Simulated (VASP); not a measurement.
Wanted: the native input for a VASP 6.6.1 run.

| Item | Value |
| --- | --- |
| Task | single point |
| Functional | LDA |
| Potentials or basis | VASP PAW LDA potentials, release 64 (Na_pv) |
| Cutoff | 520 eV |
| k mesh | 11 × 11 × 6 |
| Occupations | fermi-dirac, width 0.1 eV |
| Spin | no spin polarisation |
| Dipole correction | no |
| Further INCAR settings | ALGO = Normal; EDIFF = 1e-06; NBANDS = 14 |

The structure of Na lies in POSCAR:

```
Na
1.0
    3.6668724924      0.0000000000      0.0000000000
   -1.8334362462      3.1756047309      0.0000000000
    0.0000000000      0.0000000000      5.9869238833
Na
2
Direct
    0.3333333333      0.6666666667      0.2500000000
    0.6666666667      0.3333333333      0.7500000000
```

This isn't the form of Na at room conditions, which is bcc.

One way to write it, as run:

INCAR

```
SYSTEM = Na
PREC = Accurate ; ENCUT = 520
EDIFF = 1E-6 ; ISMEAR = -1
SIGMA = 0.1 ; LREAL = .False.
LASPH = .True. ; NELM = 60
ALGO = Normal ; ISIF = 2
LWAVE = .False. ; LCHARG = .False.
GGA = CA ; NBANDS = 14
```

KPOINTS

```
regular mesh
0
Gamma
  11 11 6
  0 0 0
```

Potentials or basis: VASP PAW LDA potentials, release 64 (Na_pv).

Launch:

```console
$ cat potpaw_LDA.64/Na_pv/POTCAR > POTCAR
$ mpirun -np 1 vasp_std > vasp.out
```

Results of the run:

| Quantity | Value |
| --- | --- |
| Pressure | -0.3 GPa |
| Band gap on the k mesh | none (metal or under the smearing width) |

It took 14 s on 1 thread of Intel(R) Xeon(R) 6975P-C (Granite Rapids), on a shared host, peak memory 0.17 GiB.
